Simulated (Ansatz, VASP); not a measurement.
Zr: VASP beside Ansatz

The input INCAR:

```
PREC = Accurate ; ENCUT = 600
EDIFF = 1E-7 ; ISMEAR = -1
SIGMA = 0.1 ; LREAL = False
LASPH = True ; NELM = 80
ALGO = Fast ; ISIF = 3
LWAVE = False ; LCHARG = False
GGA = CA ; IBRION = 2
NSW = 80 ; EDIFFG = -0.01
```

KPOINTS

```
Automatic mesh
0
Gamma
  7 7 10
```

POSCAR

```
Zr
1.0
    5.0859926290      0.0000000000      0.0000000000
   -2.5429963145      4.4045988202      0.0000000000
    0.0000000000      0.0000000000      3.1177134816
Zr
3
Direct
    0.0000000000      0.0000000000      0.0000000000
    0.3333333333      0.6666666667      0.5000000000
    0.6666666667      0.3333333333      0.5000000000
```

Input for Ansatz:

```yaml
crystal:
  lattice:
    - [5.085992629, 0.0, 0.0]
    - [-2.5429963145, 4.4045988202, 0.0]
    - [0.0, 0.0, 3.1177134816]
  atoms:
    - { symbol: Zr, position: [0.0, 0.0, 0.0] }
    - { symbol: Zr, position: [0.3333333333, 0.6666666667, 0.5] }
    - { symbol: Zr, position: [0.6666666667, 0.3333333333, 0.5] }
hamiltonian:
  xc: lda
  pseudopotentials:
    kind: paw
    azcp:
      Zr: "pseudopotentials/Zr.paw.azcp"
basis:
  ecutwfc: 420
  fft_grid_basis: typed
kpoints:
  mp_grid: { grid: [7, 7, 10], shift: [0, 0, 0] }
magnetization:
  spin_polarized: false
scf:
  occupations: { method: fermi_dirac, width: 0.1 }
relax:
  max_steps: 60
  f_tol: 0.01
  cell: {}
```

The cell was built by a generator and needn't be a form met in nature.

Alike in both runs: task relaxation of cell and atoms; functional LDA; k mesh 7 × 7 × 10; occupations fermi-dirac, width 0.1 eV; no spin polarisation.

|  | VASP | Ansatz |
| --- | --- | --- |
| version | VASP 6.6.1 | Ansatz 0.2.0 |
| potentials or method | VASP PAW LDA potentials, release 64 (Zr_sv) | plane waves (420 eV) with PAW, scalar-relativistic |
| plane-wave cutoff (eV) | 600 | 420 |
| valence electrons in the cell | 36 | 36 |

```csv
,VASP,Ansatz,Ansatz less VASP
relaxed volume (Å³/atom),21.62,21.58,-0.043
relaxed cell length with the largest relative difference (Å),4.931,4.927,-0.0038
energy change over the relaxation (meV/atom),-41,-42,-1.4
```

Ansatz warned: «pseudo_functional_mismatch».
